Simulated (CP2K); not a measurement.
# Sn (Im-3m) in CP2K: settings compared, part 2 of 3

CP2K 2026.2. The steps go on from the part before.

## (3) Single point, PBE

sn_scf.inp

```
&GLOBAL
  PROJECT sn_scf
  RUN_TYPE ENERGY_FORCE
  PRINT_LEVEL LOW
&END GLOBAL
&FORCE_EVAL
  METHOD QS
  STRESS_TENSOR ANALYTICAL
  &DFT
    BASIS_SET_FILE_NAME BASIS_MOLOPT_UZH
    POTENTIAL_FILE_NAME POTENTIAL_UZH
    &MGRID
      CUTOFF 450
      REL_CUTOFF 60
      NGRIDS 5
    &END MGRID
    &QS
      METHOD GPW
      EPS_DEFAULT 1.0E-10
    &END QS
    &KPOINTS
      SCHEME MONKHORST-PACK 10 10 10
      GAMMA_CENTERED T
      SYMMETRY T
      SYMMETRY_BACKEND SPGLIB
    &END KPOINTS
    &SCF
      SCF_GUESS ATOMIC
      EPS_SCF 1.0E-6
      MAX_SCF 100
      ADDED_MOS 8
      CHOLESKY OFF
      EPS_EIGVAL 1.0E-7
      &DIAGONALIZATION ON
        ALGORITHM STANDARD
      &END DIAGONALIZATION
      &MIXING ON
        METHOD BROYDEN_MIXING
        ALPHA 0.4
        BETA 1.5
        NBUFFER 8
      &END MIXING
      &SMEAR ON
        METHOD GAUSSIAN
        SIGMA [eV] 0.02
      &END SMEAR
    &END SCF
    &XC
      &XC_FUNCTIONAL PBE
      &END XC_FUNCTIONAL
    &END XC
    &PRINT
      &KPOINTS ON
      &END KPOINTS
      &MULLIKEN ON
      &END MULLIKEN
      &MO ON
        ENERGIES T
        OCCUPATION_NUMBERS T
        &EACH
          QS_SCF 0
        &END EACH
        ADD_LAST NUMERIC
      &END MO
      &E_DENSITY_CUBE ON
        STRIDE 1
      &END E_DENSITY_CUBE
      &V_HARTREE_CUBE ON
        STRIDE 1
      &END V_HARTREE_CUBE
      &ELF_CUBE ON
        STRIDE 1
      &END ELF_CUBE
    &END PRINT
  &END DFT
  &SUBSYS
    &CELL
      A 3.2816332135 0.0000000000 0.0000000000
      B -1.0938777378 3.0939534649 0.0000000000
      C -1.0938777378 -1.5469767324 2.6794422987
      PERIODIC XYZ
    &END CELL
    &COORD
      SCALED
      Sn  0.0000000000 0.0000000000 0.0000000000
    &END COORD
    &KIND Sn
      BASIS_SET TZVP-MOLOPT-PBE-GTH-q4
      POTENTIAL GTH-PBE-q4
    &END KIND
    &PRINT
      &ATOMIC_COORDINATES ON
      &END ATOMIC_COORDINATES
      &CELL ON
      &END CELL
    &END PRINT
  &END SUBSYS
  &PRINT
    &FORCES ON
    &END FORCES
    &STRESS_TENSOR ON
    &END STRESS_TENSOR
  &END PRINT
&END FORCE_EVAL
```

Potentials or basis: POTENTIAL_UZH Sn GTH-PBE-q4; TZVP-MOLOPT-PBE-GTH basis.

Run with:

```bash
OMP_NUM_THREADS=1 cp2k.psmp -i sn_scf.inp -o sn_scf.out
```

sn_scf.out:

```text

 CP2K| version string:                                       CP2K version 2026.2
 CP2K| Input file name                                                sn_scf.inp

 GLOBAL| Force Environment number                                              1
 GLOBAL| Basis set file name                                    BASIS_MOLOPT_UZH
 GLOBAL| Potential file name                                       POTENTIAL_UZH
 GLOBAL| MM Potential file name                                     MM_POTENTIAL
 GLOBAL| Coordinate file name                                      __STD_INPUT__
 GLOBAL| Method name                                                        CP2K
 GLOBAL| Project name                                                     sn_scf
 GLOBAL| Run type                                                   ENERGY_FORCE
 GLOBAL| FFT library                                                       FFTW3
[... 6 lines left out ...]
 GLOBAL| Total number of message passing processes                             1
 GLOBAL| Number of threads for this process                                    1
 GLOBAL| CPU model name                                                  UNKNOWN

 CELL| Volume [angstrom^3]:                                            27.204968
 CELL| Vector a [angstrom]:       3.282     0.000     0.000   |a| =     3.281633
 CELL| Vector b [angstrom]:      -1.094     3.094     0.000   |b| =     3.281633
 CELL| Vector c [angstrom]:      -1.094    -1.547     2.679   |c| =     3.281633
 CELL| Angle (b,c), alpha [degree]:                                   109.471221
 CELL| Angle (a,c), beta  [degree]:                                   109.471221
 CELL| Angle (a,b), gamma [degree]:                                   109.471221
 CELL| Numerically orthorhombic:                                              NO
 CELL| Periodicity                                                           XYZ

 CELL_REF| Volume [angstrom^3]:                                        27.204968
 CELL_REF| Vector a [angstrom     3.282     0.000     0.000   |a| =     3.281633
 CELL_REF| Vector b [angstrom    -1.094     3.094     0.000   |b| =     3.281633
 CELL_REF| Vector c [angstrom    -1.094    -1.547     2.679   |c| =     3.281633
 CELL_REF| Angle (b,c), alpha [degree]:                               109.471221
 CELL_REF| Angle (a,c), beta  [degree]:                               109.471221
 CELL_REF| Angle (a,b), gamma [degree]:                               109.471221
 CELL_REF| Numerically orthorhombic:                                          NO
 CELL_REF| Periodicity                                                       XYZ
[... 9 lines left out ...]
 TOTAL NUMBERS AND MAXIMUM NUMBERS

  Total number of            - Atomic kinds:                                   1
                             - Atoms:                                          1
                             - Shell sets:                                     1
                             - Shells:                                         7
                             - Primitive Cartesian functions:                  4
                             - Cartesian basis functions:                     18
                             - Spherical basis functions:                     17

  Maximum angular momentum of- Orbital basis functions:                        2
                             - Local part of the GTH pseudopotential:          0
                             - Non-local part of the GTH pseudopotential:      4

 MODULE QUICKSTEP: ATOMIC COORDINATES IN ANGSTROM

   Atom Kind Element         X             Y             Z       Z(eff)     Mass
      1    1 Sn   50      0.000000      0.000000      0.000000   4.0000 118.7100

 SCF PARAMETERS         Density guess:                                    ATOMIC
[... 9 lines left out ...]
                        --------------------------------------------------------
                        level_shift [a.u.]:                             0.000000
                        added MOs                                         8    0
[... 76 lines left out ...]

  Step     Update method      Time    Convergence         Total energy    Change
  ------------------------------------------------------------------------------
     1 NoMix/Diag. 0.40E+00    1.5     0.26278399        -3.5479772625 -3.55E+00
     2 Broy./Diag. 0.40E+00    1.2     0.00288878        -3.5565085706 -8.53E-03
     3 Broy./Diag. 0.40E+00    1.2     0.01104722        -3.4994753731  5.70E-02
     4 Broy./Diag. 0.40E+00    1.2     0.00167786        -3.4898051170  9.67E-03
     5 Broy./Diag. 0.40E+00    1.2     0.00052537        -3.4875469617  2.26E-03
     6 Broy./Diag. 0.40E+00    1.2     0.00025240        -3.4874421425  1.05E-04
     7 Broy./Diag. 0.40E+00    1.2     0.00001213        -3.4874212607  2.09E-05
     8 Broy./Diag. 0.40E+00    1.2     0.00002482        -3.4874381207 -1.69E-05
     9 Broy./Diag. 0.40E+00    1.2     0.00000303        -3.4874418450 -3.72E-06
    10 Broy./Diag. 0.40E+00    1.2     0.00000371        -3.4874431557 -1.31E-06
    11 Broy./Diag. 0.40E+00    1.2     0.00000003        -3.4874432321 -7.65E-08

  *** SCF run converged in    11 steps ***

  Electronic density on regular grids:         -4.0000000000        0.0000000000
  Core density on regular grids:                3.9999999982       -0.0000000018
  Total charge density on r-space grids:       -0.0000000018
  Total charge density g-space grids:          -0.0000000018

  Overlap energy of the core charge distribution:               0.00000000000437
  Self energy of the core charge distribution:                 -7.46035812955674
  Core Hamiltonian energy:                                      1.55749088910442
  Hartree energy:                                               3.44394704833920
  Exchange-correlation energy:                                 -1.02851006892862
  Smearing free energy correction:                             -0.00001297111323
  Fermi energy:                                                 0.19239666472036

  Total energy:                                                -3.48744323214903
  Total energy (extrapolated to sigma->0):                     -3.48743674659242

 MO| EIGENVALUES AND OCCUPATION NUMBERS FOR K POINT 1
 MO|
 MO|  Index      Eigenvalue [a.u.]        Eigenvalue [eV]             Occupation
 MO|      1               0.018303               0.498044               2.000000
 MO|      2               0.117548               3.198631               2.000000
 MO|      3               0.117548               3.198632               2.000000
 MO|      4               0.353020               9.606151               0.000000
 MO|      5               0.539231              14.673235               0.000000
 MO|      6               0.539232              14.673236               0.000000
 MO|      7               0.690226              18.782013               0.000000
 MO|      8               1.045522              28.450099               0.000000
 MO|      9               1.045522              28.450106               0.000000
 MO|     10               1.304124              35.487022               0.000000
 MO| Sum:                                                               6.000000
 MO| E(Fermi):            0.192397 a.u.          5.235379 eV
 MO| Band gap:            0.000000 a.u.          0.000001 eV
[... 206 lines left out ...]
 MO|  Index      Eigenvalue [a.u.]        Eigenvalue [eV]             Occupation
 MO|      1              -0.066194              -1.801226               2.000000
 MO|      2               0.171156               4.657400               2.000000
 MO|      3               0.217576               5.920542               0.000000
 MO|      4               0.328737               8.945384               0.000000
 MO|      5               0.489323              13.315158               0.000000
 MO|      6               0.675254              18.374589               0.000000
 MO|      7               0.742328              20.199761               0.000000
 MO|      8               0.884102              24.057628               0.000000
 MO|      9               0.983425              26.760348               0.000000
 MO|     10               1.196671              32.563062               0.000000
 MO| Sum:                                                               4.000000
 MO| E(Fermi):            0.192397 a.u.          5.235379 eV
 MO| Band gap:            0.046420 a.u.          1.263142 eV

 [... the levels of further k-points ...]

 The electron density is written in Cube    file format to the file:

 sn_scf-ELECTRON_DENSITY-1_0.cube

 !-----------------------------------------------------------------------------!
                     Mulliken Population Analysis

 #  Atom  Element  Kind  Atomic population                           Net charge
       1     Sn       1          4.000000                              0.000000
 # Total charge                              4.000000                  0.000000

 !-----------------------------------------------------------------------------!

               ----- ELF is computed on the real space grid -----

 ELF is written in Cube    file format to the file:

 sn_scf-ELF_S1-1_0.cube

 ENERGY| Total FORCE_EVAL ( QS ) energy [hartree]             -3.487443303769504

 FORCES| Atomic forces [hartree/bohr]
 FORCES|   Atom     x               y               z               |f|
 FORCES|      1 -9.42572944E-15 -6.48008501E-15 -3.22082021E-15   1.18831629E-14
 FORCES| Sum    -9.42572944E-15 -6.48008501E-15 -3.22082021E-15
 FORCES| Total atomic force                                       1.18831629E-14

 STRESS| Analytical stress tensor [bar]
 STRESS|                        x                   y                   z
 STRESS|      x        1.78530941562E+04   1.10362313409E-02  -5.62540483476E-04
 STRESS|      y        1.10362313409E-02   1.78530983602E+04   4.22952376551E-04
 STRESS|      z       -5.62540483476E-04   4.22952376551E-04   1.78530671833E+04
 STRESS| 1/3 Trace                                             1.78530865666E+04
 STRESS| Determinant                                           5.69036248387E+12

 STRESS| Eigenvectors and eigenvalues of the analytical stress tensor [bar]
 STRESS|                        1                   2                   3
 STRESS| Eigenvalues   1.78530671556E+04   1.78530850513E+04   1.78531074929E+04
 STRESS|      x           0.030807698100      0.769826403592      0.637509367830
 STRESS|      y          -0.024439549853     -0.637041255422      0.770442176476
 STRESS|      z           0.999226497918     -0.039315991954     -0.000811563906
```

Wall time 19 s (1 thread of Arm Neoverse V1, shared host); peak memory 0.22 GiB.

Results:

```yaml
Free_energy: -94.8982 eV
Pressure: 1.8 GPa
Band_gap_on_the_k_mesh: none (metal or under the smearing width)
```

Caveat: the basis of atomic orbitals isn't converged, which shifts pressures, moduli and gaps.

## (4) Single point, LDA

Edit sn_scf.inp of step 3 so:

```diff
@@ -10,3 +10,3 @@
     BASIS_SET_FILE_NAME BASIS_MOLOPT_UZH
-    POTENTIAL_FILE_NAME POTENTIAL_UZH
+    POTENTIAL_FILE_NAME GTH_POTENTIALS
     &MGRID
@@ -14,3 +14,3 @@
       REL_CUTOFF 60
-      NGRIDS 5
+      NGRIDS 4
     &END MGRID
@@ -48,3 +48,7 @@
     &XC
-      &XC_FUNCTIONAL PBE
+      &XC_FUNCTIONAL
+        &LDA_X
+        &END LDA_X
+        &LDA_C_PW
+        &END LDA_C_PW
       &END XC_FUNCTIONAL
@@ -64,11 +68,2 @@
       &END MO
-      &E_DENSITY_CUBE ON
-        STRIDE 1
-      &END E_DENSITY_CUBE
-      &V_HARTREE_CUBE ON
-        STRIDE 1
-      &END V_HARTREE_CUBE
-      &ELF_CUBE ON
-        STRIDE 1
-      &END ELF_CUBE
     &END PRINT
@@ -83,3 +78,2 @@
     &COORD
-      SCALED
       Sn  0.0000000000 0.0000000000 0.0000000000
@@ -88,3 +82,3 @@
       BASIS_SET TZVP-MOLOPT-PBE-GTH-q4
-      POTENTIAL GTH-PBE-q4
+      POTENTIAL GTH-PADE-q4
     &END KIND
@@ -95,2 +89,4 @@
       &END CELL
+      &SYMMETRY ON
+      &END SYMMETRY
     &END PRINT
```

Potentials or basis: GTH_POTENTIALS Sn GTH-PADE-q4; TZVP-MOLOPT-PBE-GTH basis.

Run with:

```bash
OMP_NUM_THREADS=1 cp2k.psmp -i sn_scf.inp -o sn_scf.out
```

Run time: 16 s. Hardware: 1 thread of Arm Neoverse V1, shared host; peak memory 0.22 GiB.

It converged, with:

```
Free energy            : -96.9041 eV
Pressure               : -3.1 GPa
Band gap on the k mesh : none (metal or under the smearing width)
```

Levels at points of the mesh, in eV from the Fermi level:
```csv
k point,band 1,band 2,band 3,band 4,band 5,band 6,band 7
"(0.00, 0.00, 0.00)",-11.13,7.86,7.86,7.86,13.69,13.69,13.69
"(0.00, 0.00, 0.50)",-6.55,-4.41,3.69,6.10,8.62,9.39,20.31
"(0.50, 0.50, 0.50)",-2.65,-0.41,-0.41,-0.41,4.53,4.53,25.32
```

Caveat: the basis of atomic orbitals isn't converged, which shifts pressures, moduli and gaps.

[end of part 2 of 3]
